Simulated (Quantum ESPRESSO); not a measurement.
**Pb: phonon spectrum and thermodynamics under several settings**

```
Pb
1.0
     0.00000    2.47502    2.47502
     2.47502    0.00000    2.47502
     2.47502    2.47502    0.00000
Pb
1
Direct
  0.00000 0.00000 0.00000
```

All runs used Quantum ESPRESSO 7.5; k mesh 10 × 10 × 10; relaxed cell; no spin polarisation; cutoff 612 eV; occupations cold, width 0.2 eV; q mesh 2 × 2 × 2.

```tsv
level	potentials	volume (Å³/atom)	highest frequency (cm⁻¹)	zero-point energy (meV/atom)	entropy at room temperature (k_B/atom)
LDA	GBRV 1.5 LDA	?	?	?	?
PBE	GBRV 1.5 PBE	31.64	66	7.6	8.01
PBEsol	GBRV 1.5 PBEsol	29.70	76	8.8	7.61
```

Q: What stands in the row left open?

A: Volume 28.76 Å³/atom; highest frequency 79 cm⁻¹; zero-point energy 9.1 meV/atom; entropy at room temperature 7.50 k_B/atom.

For the row left open. Caveat: the q mesh is small, so phonon branches between its points and thermal values are rough.
